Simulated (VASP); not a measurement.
Crystal: TiO.

```
Ti O
1.0
     3.00939    0.00000    0.00000
     0.00000    3.00939    0.00000
     0.00000    0.00000    3.68042
Ti O
1 1
Direct
  0.00000 0.00000 0.00000
  0.00000 0.00000 0.50000
```

The cell was built by a generator and needn't be a form met in nature.

- Program: VASP 6.6.1
- Task: relaxation of cell and atoms
- Functional: revPBE
- Potentials or basis: VASP PAW PBE potentials, release 64 (Ti_sv, O)
- Cutoff: 600 eV
- k mesh: 9 × 9 × 7
- Occupations: fermi-dirac, width 0.05 eV
- Spin: no spin polarisation

At the start: pressure 2.3 GPa; volume 16.67 Å³/atom.

**Question.** How do energy, volume and symmetry change on relaxing?

**Answer.** Over 11 steps the energy falls by 2.9 meV/atom and the volume is 17.22 Å³/atom (+3.3 %); space group P4/mmm (No. 123, to 0.05 Å).

Step by step:
| step | energy change (eV) | largest force (eV/Å) | pressure (GPa) | volume (Å³) |
| --- | --- | --- | --- | --- |
| 1 | 0.0000 | 0.0000 | 2.27 | 33.33 |
| 2 | 0.0174 | 0.0000 | -3.79 | 34.48 |
| 3 | -0.0028 | 0.0000 | 0.51 | 33.64 |
| 4 | -0.0051 | 0.0000 | 0.25 | 34.06 |
| 5 | -0.0058 | 0.0000 | -0.06 | 34.50 |
| 6 | -0.0058 | 0.0000 | -0.09 | 34.48 |
| 7 | -0.0057 | 0.0000 | 0.02 | 34.27 |
| 8 | -0.0058 | 0.0000 | -0.02 | 34.43 |
| 9 | -0.0058 | 0.0000 | -0.10 | 34.45 |
| 10 | -0.0057 | 0.0000 | 0.19 | 34.40 |
| 11 | -0.0058 | 0.0000 | -0.01 | 34.44 |

Final structure:
```
Ti O
1.0
     3.05179    0.00000    0.00000
     0.00000    3.05179    0.00000
     0.00000    0.00000    3.69800
Ti O
1 1
Direct
  0.00000 0.00000 0.00000
  0.00000 0.00000 0.50000
```

Caveat: the PAW data sets were made with another functional, which shifts forces and pressure a little.
